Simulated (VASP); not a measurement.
Runs of VASP 6.6.1 on C. It takes space group Fd-3m (No. 227, cubic). The conventional cell has a = 3.567 Å, b = 3.567 Å, c = 3.567 Å, α = 90.00°, β = 90.00°, γ = 90.00°. C (site symmetry -43m) is surrounded by 4 C at 1.54 Å. This isn't the form of C at room conditions, which is graphite.

| task | level | cell | cutoff (eV) | smearing | gap on the mesh (eV) | pressure (GPa) | relaxed volume (Å³/atom) |
| --- | --- | --- | --- | --- | --- | --- | --- |
| relaxation of cell and atoms | RPBE+D3 | relaxed | 600 | fermi-dirac 0.05 eV | 4.12 | 0.0 | 5.72 |
| single point | PBE | as given | 520 | gaussian 0.028 eV | 4.14 | (a) | - |
| relaxation of cell and atoms | RPBE+D4 | relaxed | 600 | fermi-dirac 0.05 eV | 4.17 | 0.0 | 5.59 |
| relaxation of cell and atoms | PBEsol+rVV10 | relaxed | 600 | fermi-dirac 0.05 eV | 4.02 | 0.0 | 5.61 |
| relaxation of cell and atoms | revPBE+D3 | relaxed | 600 | fermi-dirac 0.05 eV | 4.12 | 0.0 | 5.70 |
| relaxation of cell and atoms | RPBE+D3(BJ) | relaxed | 600 | fermi-dirac 0.05 eV | 4.19 | -0.1 | 5.53 |
| relaxation of cell and atoms | revPBE+D3(BJ) | relaxed | 600 | fermi-dirac 0.05 eV | (b) | 0.0 | 5.61 |
| relaxation of cell and atoms | revPBE+D4 | relaxed | 600 | fermi-dirac 0.05 eV | 4.17 | 0.0 | 5.59 |

Alike in all rows: potentials or basis VASP PAW PBE potentials, release 64 (C); no spin polarisation; k mesh 13 × 13 × 13.

Question: Fill in the values left out.

Answer: (a) 2.5; (b) 4.16.

Caveats: an odd mesh through Γ misses points on the zone boundary, where band edges often lie; the PAW data sets were made with another functional, which shifts forces and pressure a little (some runs).
